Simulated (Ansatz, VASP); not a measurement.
InAs (d3) in VASP and in Ansatz

```
In As
1.0
     0.00000    3.05547    3.05547
     3.05547    0.00000    3.05547
     3.05547    3.05547    0.00000
In As
1 1
Direct
  0.00000 0.00000 0.00000
  0.25000 0.25000 0.25000
```

Alike in both runs: functional PBE; dispersion D3(BJ); k mesh 12 × 12 × 12; occupations gaussian, width 0.1 eV; no spin polarisation.

Ansatz relaxed the structure, and its values are those at the end. VASP's run is a single point on that final structure, the one shown.

|  | VASP | Ansatz |
| --- | --- | --- |
| version | VASP 6.6.1 | Ansatz 0.2.0 |
| potentials or method | VASP PAW PBE potentials, release 64 (In_d, As) | scalar-relativistic, plane waves, PAW |
| plane-wave cutoff (eV) | 520 | 420 |
| valence electrons in the cell | 18 | 28 |

|  | VASP | Ansatz | Ansatz less VASP |
| --- | --- | --- | --- |
| gap on the k mesh at the Fermi level (eV) | none | none | - |
| pressure (GPa) | 0.1 | 0.0 | -0.06 |

A gap of «none» marks a metal or a gap that the smearing closes. With one functional, cell and mesh, what is left measures potentials, basis and numerics. The two sets of potentials don't hold the same shells in valence.

Caveats: pairwise dispersion overbinds metals, which lowers pressure and volume; this crystal is a semiconductor, whose small gap the functional closes, so the metal is an error of the method.
